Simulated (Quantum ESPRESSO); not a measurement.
TiSe:

```
Ti Se
1.0
     4.38403    0.00000    0.00000
    -2.19202    3.79668    0.00000
     0.00000    0.00000    7.18003
Ti Se
2 2
Cartesian
  2.1920 1.2656 0.0000
  0.0000 2.5311 3.5900
  2.1920 1.2656 4.4890
  0.0000 2.5311 0.8989
```

The cell comes from a database or a generator and needn't be the stable form of this composition.

Program: Quantum ESPRESSO 7.5. Alike in all runs: task single point; potentials or basis SPMS 1.0 PBE; spin collinear, antiferromagnetic start; Ti d U = 6 eV; cell as given; k mesh 5 × 5 × 3; cutoff (eV) 952; smearing gaussian 0.05 eV.

**Question.** Order these runs on this cell by their pressure, lowest first.
A. level LDA+U; form of the LDA correlation PZ81
B. level RPBE+U
C. level PBEsol+U
D. level PW91+U

**Answer.** A (-1.7 GPa), C (0.4 GPa), D (2.3 GPa), B (4.4 GPa).

Caveats: the potentials were made for another functional, which shifts forces and pressure.

Runs at the PBE level aren't shown here.
